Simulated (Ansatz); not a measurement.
I need a convergence test of the k-point mesh of SnO, space group Pmn2_1. Use Ansatz 0.2.0, Python API. Level of theory (first run): PBEsol, PAW, the default cutoff (420 eV here), 2×2×2 k-points, fixed occupations. The script varies mesh: (2, 2, 2), (4, 2, 4), (4, 4, 4), (6, 4, 4), (8, 4, 6), (8, 6, 8).

`sno.extxyz`
```text
4
Lattice="3.355005 0.0 0.0 0.0 5.674104 0.0 0.0 0.0 4.22197" Properties=species:S:1:pos:R:3 pbc="T T T"
Sn    0.00000000    1.31587578    2.16647857
Sn    1.67750250    4.35822822    0.05549357
O     0.00000000    5.05704519    3.11098815
O     1.67750250    0.61705881    1.00000315
```

`sno.py`
```python
"""k-point test for SnO."""

import ansatz as az
import pandas as pd

SETTINGS = {
    "xc": "PBEsol",
}


def main() -> None:
    system = az.Crystal.from_extxyz("sno.extxyz")

    base = (
        system.calculation()
        .functional(SETTINGS["xc"])
        .occupations(az.OccupationsMethod.FIXED)
        .stress()
    )

    rows = []
    for value in [(2, 2, 2), (4, 2, 4), (4, 4, 4), (6, 4, 4), (8, 4, 6), (8, 6, 8)]:
        rep = base.kpoints(mesh=value).run().report
        rows.append((value, rep["free_energy_ev"] / len(rep["lattice"]["sites"]), rep["n_iterations"], sum(rep["stress_gpa"][i][i] for i in range(3)) / 3, rep["n_kpoints"]))

    table = pd.DataFrame(rows, columns=["mesh", "F/atom (eV)", "iterations", "P (GPa)", "k-points"])
    print(table.round(5).to_string(index=False))

    # the last row is the reference
    for row in rows[:-1]:
        shift = 1000 * (row[1] - rows[-1][1])
        print(f"{row[0]}: {shift:+.2f} meV/atom" + ("  (within 1 meV)" if abs(shift) < 1 else ""))


if __name__ == "__main__":
    main()
```

```console
$ python sno.py
DeckWarning: basis.ecutwfc = 420 eV, auto-derived from the records' recommended cutoffs: set by Sn (normal level)
     mesh  F/atom (eV)  iterations  P (GPa)  k-points
(2, 2, 2)  -3255.19205           7 -2.67509         8
(4, 2, 4)  -3255.25352           7 -3.24459        18
(4, 4, 4)  -3255.25126           7 -3.16780        27
(6, 4, 4)  -3255.25063           7 -3.08050        36
(8, 4, 6)  -3255.25051           7 -3.07249        60
(8, 6, 8)  -3255.25049           7 -3.07241       100
(2, 2, 2): +58.43 meV/atom
(4, 2, 4): -3.03 meV/atom
(4, 4, 4): -0.77 meV/atom  (within 1 meV)
(6, 4, 4): -0.14 meV/atom  (within 1 meV)
(8, 4, 6): -0.03 meV/atom  (within 1 meV)
```
(Warnings from the package without file and line.)

From 4×4×4 on it stays within 1 meV an atom of the value at 8×6×8; the first row (2×2×2) is off by 58.4 meV and the last but one by 0.03 meV. It goes up and down, since the sum over k-points isn't variational. The pressure moves from -2.68 to -3.07 GPa.

Pressure is positive in compression. The structure comes from a database of computed cells and needn't be a stable or known phase. Shifts are counted from the finest mesh, which is itself no proven limit. Wall time of the script: 31 s on 1 thread of Arm Neoverse V2, with other jobs on the host, peak memory 0.51 GiB.
